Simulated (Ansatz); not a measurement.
Runs of Ansatz 0.2.0 on TiC. It takes space group P-6m2 (No. 187, hexagonal). Conventional cell: a = 3.042 Å, b = 3.042 Å, c = 2.698 Å, α = 90.00°, β = 90.00°, γ = 120.00°. Ti (site symmetry -6m2) has 6 C at 2.21 Å as nearest neighbours. C (site symmetry -6m2) is surrounded by 6 Ti at 2.21 Å. The cell was built by a generator and needn't be a form met in nature.

| level | cutoff (eV) | gap on the mesh (eV) | pressure (GPa) |
| --- | --- | --- | --- |
| r2SCAN50 | 500 | - | (b) |
| r2SCAN0 | 500 | none | (a) |
| r2SCANh | 500 | none | -3.1 |
| HF | 420 | 2.70 | 6.7 |

Alike in all rows: task single point; potentials or basis Ansatz PAW; no spin polarisation; cell as given; k mesh 5 × 5 × 5; smearing fermi-dirac 0.05 eV; the mesh is coarse, so values aren't converged.

Q: Fill in the values left out.

A: (a) -5.6; (b) -9.4.

Caveats: all runs use coarse meshes; the PAW data sets come from PBE, with cores solved anew for the run's functional, which leaves a small shift of forces and pressure; the thresholds are loose for stress; odd divisions of the mesh miss points on the zone boundary, where band edges often lie, so the gap on the mesh can be too wide (some runs).

A k mesh can miss the band edges.

A gap of «none» marks a metal or a gap under the smearing width.
